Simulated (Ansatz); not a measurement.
GaAs:

```
As Ga
1.0
     0.00000    2.82685    2.82685
     2.82685    0.00000    2.82685
     2.82685    2.82685    0.00000
As Ga
1 1
Direct
  0.75000 0.75000 0.75000
  0.00000 0.00000 0.00000
```

Base run:

- Program: Ansatz 0.2.0
- Functional: PBE
- Potentials or basis: all-electron LAPW, scalar-relativistic
- Cutoff: 316 eV (chosen from the basis error)
- Basis error allowed: 0.001 eV/atom
- k mesh: 8 × 8 × 8
- Occupations: fermi-dirac, width 0.05 eV
- Spin: no spin polarisation

Its results: band gap on the k mesh 0.52 eV, direct; pressure 3.3 GPa.

Question: The run is repeated on the same cell with these changes: functional from PBE to LDA. What comes out?

Answer: Band gap on the k mesh 0.28 eV, direct; pressure -1.9 GPa.

LDA binds more tightly than PBE, so the same cell stands under less pressure.
